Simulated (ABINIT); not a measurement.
# AlRu (Pm-3m) in ABINIT: settings compared

The runs below take AlRu through single point, with BLYP, AM05, r2SCAN, SCAN, revPBE.

Everything below comes from runs of ABINIT 10.8.3 (patched build). Logs are shortened: lines on timing, memory, paths and dates and some standing lists are left out, and cuts for length are marked. The log counts tension as positive stress, the text compression.

## Step 1: Starting point

It takes space group Pm-3m (No. 221, cubic). The conventional cell has a = 2.992 Å, b = 2.992 Å, c = 2.992 Å, α = 90.00°, β = 90.00°, γ = 90.00°. Ru (site symmetry m-3m) is surrounded by 8 Al at 2.59 Å. Al (site symmetry m-3m) is surrounded by 8 Ru at 2.59 Å.

## Step 2: Single point, BLYP

run.abi

```
# Pseudopotentials
pp_dirpath "./"
pseudos "Ru.GGA_PBE-JTH.xml, Al.GGA_PBE-JTH.xml"

# Structure
acell 3*1.0 Angstrom
rprim
     2.9916000000     0.0000000000     0.0000000000
     0.0000000000     2.9916000000     0.0000000000
     0.0000000000     0.0000000000     2.9916000000
ntypat 2
znucl 44 13
natom 2
typat 1 2
xcart
     1.4958000000     1.4958000000     1.4958000000
     0.0000000000     0.0000000000     0.0000000000 Angstrom

# Plane-wave basis
ecut 18.0
pawecutdg 36.0
pawxcdev 0

# k points
kptopt 1
ngkpt 9 9 9
nshiftk 1
shiftk 0.0 0.0 0.0

# Exchange and correlation
ixc -106131

# Bands and occupations
nband 14
occopt 3
tsmear 0.05 eV

# SCF cycle
nstep 100
tolvrs 1.0e-9

# Output
iomode 3
prtwf 0
prtden 0
prteig 0
prtebands 0
```

Potentials or basis: JTH PAW PBE v2.0.

Run with:

```
$ abinit run.abi > log 2>&1
```

run.abo:

```text
.Version 10.8.3 of ABINIT
 Symmetries : space group Pm -3 m (#221); Bravais cP (primitive cubic)
================================================================================
 Values of the parameters that define the memory need of the present run
     intxc =       0    ionmov =       0      iscf =      17    lmnmax =      18
     lnmax =       6     mgfft =      24  mpssoang =       3    mqgrid =    3001
     natom =       2  nloc_mem =       2    nspden =       1   nspinor =       1
    nsppol =       1      nsym =      48    n1xccc =       1    ntypat =       2
    occopt =       3   xclevel =       2
       mpw =         671          nfft =       13824          nkpt =          35
 PAW method is used; the additional fine FFT grid is defined by:
   mgfftf=        32    nfftf =     32768
================================================================================
================================================================================

--------------------------------------------------------------------------------
------------- Echo of variables that govern the present computation ------------
--------------------------------------------------------------------------------
 -outvars: echo values of preprocessed input variables --------
            acell      1.8897261259E+00  1.8897261259E+00  1.8897261259E+00 Bohr
              amu      1.01070000E+02  2.69815390E+01
             ecut      1.80000000E+01 Hartree
              ixc     -106131
         kptrlatt        9    0    0      0    9    0      0    0    9
          kptrlen      5.08797421E+01
            natom           2
            nband          14
            ngfft          24      24      24
          ngfftdg          32      32      32
             nkpt          35
            nstep         100
             nsym          48
           ntypat           2
           occopt           3
        pawecutdg      3.60000000E+01 Hartree
         pawxcdev           0
           prtden           0
        prtebands           0
           prteig           0
            prtwf           0
            rprim      2.9916000000E+00  0.0000000000E+00  0.0000000000E+00
                       0.0000000000E+00  2.9916000000E+00  0.0000000000E+00
                       0.0000000000E+00  0.0000000000E+00  2.9916000000E+00
          spgroup         221
           tolvrs      1.00000000E-09
           tsmear      1.83746611E-03 Hartree
            typat      1  2
           useylm           1
           xangst      1.4958000000E+00  1.4958000000E+00  1.4958000000E+00
                       0.0000000000E+00  0.0000000000E+00  0.0000000000E+00
            xcart      2.8266523391E+00  2.8266523391E+00  2.8266523391E+00
                       0.0000000000E+00  0.0000000000E+00  0.0000000000E+00
             xred      5.0000000000E-01  5.0000000000E-01  5.0000000000E-01
                       0.0000000000E+00  0.0000000000E+00  0.0000000000E+00
            znucl       44.00000   13.00000

================================================================================

 chkinp: Checking input parameters for consistency.

[... 131 lines left out ...]
 cartesian forces (hartree/bohr) at end:
    1     -0.00000000000000    -0.00000000000000    -0.00000000000000
    2     -0.00000000000000    -0.00000000000000    -0.00000000000000
 frms,max,avg= 0.0000000E+00 0.0000000E+00   0.000E+00  0.000E+00  0.000E+00 h/b

 cartesian forces (eV/Angstrom) at end:
    1     -0.00000000000000    -0.00000000000000    -0.00000000000000
    2     -0.00000000000000    -0.00000000000000    -0.00000000000000
 frms,max,avg= 0.0000000E+00 0.0000000E+00   0.000E+00  0.000E+00  0.000E+00 e/A
 length scales=  1.889726125908  1.889726125908  1.889726125908 bohr
              =  1.000000000000  1.000000000000  1.000000000000 angstroms
 Fermi (or HOMO) energy (hartree) =   0.45869   Average Vxc (hartree)=  -0.41550
 Eigenvalues (hartree) for nkpt=  35  k points:
 kpt#   1, nband= 14, wtk=  0.00137, kpt=  0.0000  0.0000  0.0000 (reduced coord)
  -2.17754   -1.07324   -1.07324   -1.07324    0.10789    0.33236    0.33236    0.46582
   0.46582    0.46582    0.68466    0.68466    0.68466    0.87187
      occupation numbers for kpt#   1
   2.00000    2.00000    2.00000    2.00000    2.00000    2.00000    2.00000    0.04043
   0.04043    0.04043    0.00000    0.00000    0.00000    0.00000
 prteigrs : prtvol=0 or 1, do not print more k-points.

--- !EnergyTerms
iteration_state     : {dtset: 1, }
comment             : Components of total free energy in Hartree
kinetic             :  1.27505469500252E+01
hartree             :  2.24621084383245E+01
xc                  : -4.90637852264857E+00
Ewald energy        : -7.33084215654998E+01
psp_core            :  2.99775997217606E+00
local_psp           : -6.48225515408222E+01
PAW spherical_terms :  7.08514276644828E+00
internal            : -9.77417935019966E+01
'-kT*entropy'       : -5.93391011590037E-04
total_energy        : -9.77423868930082E+01
total_energy_eV     : -2.65970584234976E+03
...

--- !EnergyTermsDC
iteration_state     : {dtset: 1, }
comment             : '"Double-counting" decomposition of free energy'
band_energy         : -6.88536884868781E+00
Ewald energy        : -7.33084215654998E+01
psp_core            :  2.99775997217606E+00
xc_dc               : -2.12488177216206E+01
PAW spherical_terms :  7.03072583866801E-01
internal            : -9.77417755797653E+01
'-kT*entropy'       : -5.93391011590037E-04
total_energy_dc     : -9.77423689707769E+01
total_energy_dc_eV  : -2.65970535466100E+03
...

--- !EnergyTermsWithPAWCore
iteration_state     : {dtset: 1, }
comment             : 'Components of total free energy, including PAW core contributions'
Total energy        : -4.77457033454288E+03
Total energy DC     : -4.77457031662064E+03
Total energy (eV)   : -1.29922677531849E+05
Total energy DC (eV): -1.29922677044160E+05
...

 Cartesian components of stress tensor (hartree/bohr^3)
  sigma(1 1)= -3.33225680E-04  sigma(3 2)=  0.00000000E+00
  sigma(2 2)= -3.33225680E-04  sigma(3 1)=  0.00000000E+00
  sigma(3 3)= -3.33225680E-04  sigma(2 1)=  0.00000000E+00

-Cartesian components of stress tensor (GPa)         [Pressure=  9.8038E+00 GPa]
- sigma(1 1)= -9.80383798E+00  sigma(3 2)=  0.00000000E+00
- sigma(2 2)= -9.80383798E+00  sigma(3 1)=  0.00000000E+00
- sigma(3 3)= -9.80383798E+00  sigma(2 1)=  0.00000000E+00

== END DATASET(S) ==============================================================
================================================================================

 -outvars: echo values of variables after computation  --------
            acell      1.8897261259E+00  1.8897261259E+00  1.8897261259E+00 Bohr
           etotal     -9.7742368971E+01
            fcart     -0.0000000000E+00 -0.0000000000E+00 -0.0000000000E+00
                      -0.0000000000E+00 -0.0000000000E+00 -0.0000000000E+00
            rprim      2.9916000000E+00  0.0000000000E+00  0.0000000000E+00
                       0.0000000000E+00  2.9916000000E+00  0.0000000000E+00
                       0.0000000000E+00  0.0000000000E+00  2.9916000000E+00
           strten     -3.3322567983E-04 -3.3322567983E-04 -3.3322567983E-04
                       0.0000000000E+00  0.0000000000E+00  0.0000000000E+00
           xangst      1.4958000000E+00  1.4958000000E+00  1.4958000000E+00
                       0.0000000000E+00  0.0000000000E+00  0.0000000000E+00
             xred      5.0000000000E-01  5.0000000000E-01  5.0000000000E-01
                       0.0000000000E+00  0.0000000000E+00  0.0000000000E+00
 Calculation completed.
```

Wall time 13 s (1 thread of Arm Neoverse V1, shared host); peak memory 0.09 GiB.

Results:

```
Free energy                                           : -2659.7054 eV
Pressure                                              : 9.8 GPa
Band gap on the k mesh                                : none (metal or under the smearing width)
Valence electrons inside the program's atomic spheres : Ru 13.86; Al 0.83
```

Caveat: the PAW data sets were made with another functional, which shifts forces and pressure a little.

## Step 3: Single point, AM05

run.abi: that of step 2 with these lines changed.

```diff
@@ -30,3 +30,3 @@
 # Exchange and correlation
-ixc -106131
+ixc -120135
```

Potentials or basis: JTH PAW PBE v2.0.

Run with:

```
$ abinit run.abi > log 2>&1
```

Wall time 14 s (1 thread of Arm Neoverse V1, shared host); peak memory 0.09 GiB.

Results (log left out):

```
Free energy                                           : -2661.2699 eV
Pressure                                              : -3.5 GPa
Band gap on the k mesh                                : none (metal or under the smearing width)
Valence electrons inside the program's atomic spheres : Ru 13.80; Al 0.82
```

Levels at points of the mesh, in eV from the Fermi level:
| k point | band 8 | band 9 | band 10 | band 11 | band 12 | band 13 |
| --- | --- | --- | --- | --- | --- | --- |
| (0.00, 0.00, 0.00) | 0.25 | 0.25 | 0.25 | 6.17 | 6.17 | 6.17 |

Caveat: the PAW data sets were made with another functional, which shifts forces and pressure a little.

[end of part 1 of 2]
